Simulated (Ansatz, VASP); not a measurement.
# Cross-check of ZnS between VASP and Ansatz, part 2 of 2

One calculation is typed for both programs; each brings its own data sets. How far apart do they land? The structure shown is the end of the Ansatz relaxation below.

VASP 6.6.1 and Ansatz 0.2.0.

So far. Step 3 (VASP: single point, LDA, pair 1): The run ends at a pressure of 0.44 GPa.

## (6) VASP: single point, LDA, pair 2 (continued)

Level of this step: LDA; plane waves and PAW (S, Zn) (VASP).

Numbers of over 12 decimals in the logs are rounded to 6 here.

OUTCAR, selected parts (step 6):

```text
  Total        0.0547718      0.0547718      0.3281648      0.0000000      0.0000000      0.0000000
  in kB        2.3738390      2.3738390     14.2228405      0.0000000      0.0000000      0.0000000
  external PRESSURE =       6.3235062 kB  Pullay stress =       0.0000000 kB

 POSITION                                       TOTAL-FORCE (eV/Angst)
 -----------------------------------------------------------------------------------
      0.00000      0.00000      0.00000        -0.000000     -0.000000     -0.000000
      4.00298      4.00298      3.89309         0.000000      0.000000      0.000000
 -----------------------------------------------------------------------------------
    total drift:                                0.000001      0.000001      0.000001

  FREE ENERGIE OF THE ION-ELECTRON SYSTEM (eV)
  ---------------------------------------------------
  free  energy   TOTEN  =        -8.2046320203 eV

  energy  without entropy=       -8.2046320203  energy(sigma->0) =       -8.20463202

[... 1 part as in an earlier step ...]

[... 2 further parts left out ...]
[key lines of the parts left out:]
E-fermi :   3.6862
```

The run ends at a pressure of 0.63 GPa.

## (7) Comparison

The two programs side by side:

| quantity | Ansatz | VASP | difference |
| --- | --- | --- | --- |
| pressure (GPa) | 0.40 | 0.63 | -0.23 |
| gap on the k mesh (eV) | 2.074 | 2.116 | -0.042 |

A gap on the mesh is an upper bound, since the band edges may lie between its points.

## (8) Ansatz: relaxation, LDA

This run makes the geometry at which the two programs are then compared. The cell compared in this pair holds 36.88 Å³, against 36.97 Å³ for the pair before.

The structure compared here is the end of the Ansatz relaxation.

input.yaml

```yaml
crystal:
  lattice:
    - [0.0, 2.6686509176, 2.5689070406]
    - [2.6686509176, 0.0, 2.5689070406]
    - [2.6686509176, 2.6686509176, 0.0]
  atoms:
    - { symbol: S, position: [0.0, 0.0, 0.0] }
    - { symbol: Zn, position: [0.75, 0.75, 0.75] }
  conventional_axes: [[-1, 1, 1], [1, -1, 1], [1, 1, -1]]
kpoints:
  mp_grid: { grid: [12, 12, 12] }
hamiltonian:
  xc: lda
  pseudopotentials: { kind: paw, azcp: { folder: soft_1 }, xc_functional: pbe }
scf:
  occupations: { method: fixed }
output:
  forces: true
  stress: true
  eigenvalues: true
relax:
  adjacent_minimum: "off"
  f_tol: 0.001
  max_steps: 60
  cell: { stress_tol: 0.01, fix: [c, angles] }
```

Launch:

```bash
$ ansatz run input.yaml --threads 4 --pin off --max-ram 10240MiB --backend cpu --events-out ev --progress --plain --runs-dir out
```

The log of the run:

```text
[...]
Crystal: 2 atoms, lattice volume = 36.590 Å³
Basis set: ecut = 420 eV, 725 PW (Γ)
Bands: 13, of which v1, the nominal top of the filled ones, is band 9 counted from 1 (8 counted from 0)
Symmetry: 8 space group operations
[...]
k-points: 163 of 1728 (time reversal used)
[...]
k-point 162: bands = [... 5 lower, 0.4861, 1.6362, 3.7412, 3.7412, 9.2852, 9.9770, 17.9006, 18.5303]
--- Relaxed structure (3 steps of the walk, 3 accepted, 1 SCFs on fresh bases) ---
[...]
cell:  # Å, volume = 36.8778 Å³
    - [0, 2.679127, 2.5689070406]
    - [2.679127, 0, 2.5689070406]
    - [2.679127, 2.679127, 0]
  atoms:
    - { symbol: S, position: [0, 0, 0] }
    - { symbol: Zn, position: [0.75, 0.75, 0.750000] }
[key lines of the parts left out:]
SCF converged after 7 iterations
Free energy (F): -4117.436352 eV
Fermi energy:    6.494511 eV
P = ⅓ Tr σ = 0.5859 GPa (5.859 kbar)
```

## (9) VASP: single point, LDA, pair 3

The same cell, functional (in two slightly different forms) and mesh now go to VASP, with its own data sets.

INCAR

```
SYSTEM = ZnS
PREC = Accurate
ENCUT = 500
EDIFF = 1E-06
NELM = 120
ISMEAR = 0
SIGMA = 0.01
LREAL = .FALSE.
ALGO = Normal
GGA = CA
NBANDS = 15
LORBIT = 11
LWAVE = .FALSE.
LCHARG = .FALSE.
ISIF = 2
LASPH = .TRUE.
GGA_COMPAT = .FALSE.
EFERMI = MIDGAP
KPAR = 2
```

POSCAR

```
ZnS
1.0
    0.0000000000      2.6791272696      2.5689070406
    2.6791272696      0.0000000000      2.5689070406
    2.6791272696      2.6791272696      0.0000000000
S Zn
1 1
Direct
    0.0000000000      0.0000000000      0.0000000000
    0.7500000000      0.7500000000      0.7500000000
```

KPOINTS

```
Automatic mesh
0
Gamma
12 12 12
0 0 0
```

PAW data sets: S and Zn (LDA family, release 64).

Launch:

```bash
$ mpirun -np 2 vasp_std
```

The log of the run:

```text
[... set-up lines as in an earlier step ...]
 entering main loop
       N       E                     dE             d eps       ncg     rms          rms(c)
DAV:   1     0.806416898975E+02    0.80642E+02   -0.85253E+03  4898   0.142E+03
DAV:   2    -0.330193253413E+01   -0.83944E+02   -0.78446E+02  5359   0.264E+02
DAV:   3    -0.858605302222E+01   -0.52841E+01   -0.52537E+01  6276   0.637E+01
DAV:   4    -0.864138637914E+01   -0.55333E-01   -0.55315E-01  5646   0.677E+00
[...]
DAV:  10    -0.820101033707E+01   -0.14995E-04   -0.89521E-05  6192   0.913E-02    0.261E-02
DAV:  11    -0.820100732842E+01    0.30086E-05   -0.10962E-05  7636   0.733E-02    0.482E-03
DAV:  12    -0.820100742747E+01   -0.99046E-07   -0.11622E-06  3624   0.137E-02
   1 F= -.82010074E+01 E0= -.82010074E+01  d E =0.000000E+00
```

OUTCAR, selected parts (step 9):

```text
  Total        0.0554391      0.0554391      0.4535421      0.0000000      0.0000000      0.0000000
  in kB        2.4085842      2.4085842     19.7043962      0.0000000      0.0000000      0.0000000
  external PRESSURE =       8.1738548 kB  Pullay stress =       0.0000000 kB

 POSITION                                       TOTAL-FORCE (eV/Angst)
 -----------------------------------------------------------------------------------
      0.00000      0.00000      0.00000         0.000000      0.000000     -0.000000
      4.01869      4.01869      3.85336        -0.000000     -0.000000      0.000000
 -----------------------------------------------------------------------------------
    total drift:                                0.000001      0.000001      0.000001

  FREE ENERGIE OF THE ION-ELECTRON SYSTEM (eV)
  ---------------------------------------------------
  free  energy   TOTEN  =        -8.2010074275 eV

  energy  without entropy=       -8.2010074275  energy(sigma->0) =       -8.20100743

[... 1 part as in an earlier step ...]

[... 2 further parts left out ...]
[key lines of the parts left out:]
E-fermi :   3.7291
```

The run ends at a pressure of 0.82 GPa.

## (10) Side by side

Compared:

| quantity | Ansatz | VASP | difference |
| --- | --- | --- | --- |
| pressure (GPa) | 0.59 | 0.82 | -0.23 |
| gap on the k mesh (eV) | 2.052 | 2.095 | -0.042 |

A gap on the mesh is an upper bound, since the band edges may lie between its points.

## (11) Results

| Quantity | Value |
| --- | --- |
| difference in gap on the k mesh (single point, LDA, pair 1) | -0.042 eV |
| difference in gap on the k mesh (single point, LDA, pair 2) | -0.042 eV |
| difference in gap on the k mesh (single point, LDA, pair 3) | -0.042 eV |

**Reading.** The difference in gap on the k mesh is -0.042 eV (single point, LDA, pair 3), within the 0.08 eV picked in this series as the mark of a large difference. 5 further runs of this series are not shown here. How closely two codes agree says nothing of how well the functional describes the real material.

[Lines on the potential files, build, host, timing and source positions are cut from VASP's logs without a mark.]

[Logs are printed without paths, hosts, clocks, repeated set-up lines and the standing remarks that a program may print on its own settings, such as how far it seeks lower states.]

[Hosts, paths, dates, database ids (printed as entryN), source tags and the programs' standing remarks are cut or masked in the printed files.]
